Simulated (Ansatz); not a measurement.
# Zone-centre phonons of PtSe$_{2}$ at 5 GPa: input and output

Method: DFT PBEsol, scalar-relativistic, plane waves, PAW in Ansatz.

Launched with:
```bash
ansatz run input.yaml --threads 1 --pin off --max-ram 3072MiB --backend cpu --events-out ev --progress --plain --runs-dir out
```

Input (bare energies are in eV):
```yaml
crystal:
  lattice:
    - [3.7314928351, 0.0, 0.0]
    - [-1.8657464176, 3.2315675893, 0.0]
    - [0.0, 0.0, 4.6117382869]
  atoms:
    - { symbol: Pt, position: [0.0, 0.0, 0.0] }
    - { symbol: Se, position: [0.3333333333, 0.6666666667, 0.2736270432] }
    - { symbol: Se, position: [0.6666666667, 0.3333333333, 0.7263729568] }
basis:
  ecutwfc: 420
kpoints:
  mp_grid: { grid: [12, 12, 8] }
hamiltonian:
  xc: pbesol
scf:
  occupations: { method: fermi_dirac, width: 0.15 }
output:
  eigenvalues: true
phonons:
  method: dfpt
  eigenvectors: true
```

Results section of the output:
```
--- Phonons (Γ-DFPT): 4 representative perturbations + reference, on 320 of 1152 k-points (Σ response iterations 12) ---
  k mesh reduced under 2 symmetry operations, with k and −k counted as one. Each operation leaves every solved perturbation unchanged. A smaller set is not used because it would not reduce the number of displacements ...
  ASR residual: 4.656e-4 → 0.000e0 eV/Å²; symmetrization residual: 1.657e-5 eV/Å²
  ASR residual per site (eV/Å²): 4.66e-4 1.28e-4 1.28e-4
  Γ frequencies (cm⁻¹): 0.00 0.00 0.00 161.62 161.62 216.29 219.98 223.95 223.95
  non-analytic LO–TO correction: not included (Born effective charges unavailable; polar crystals: no LO–TO splitting at Γ)
```

The run took 2.9 min on 1 thread of Intel(R) Xeon(R) Platinum 8488C (Sapphire Rapids), on a shared host, peak memory 1.8 GiB.

In a metal, frequencies and elastic constants depend on the k mesh and the smearing, soft modes and shear constants most. Spin–orbit coupling is left out, which matters for heavy elements. A semilocal functional can close a gap that the real compound has.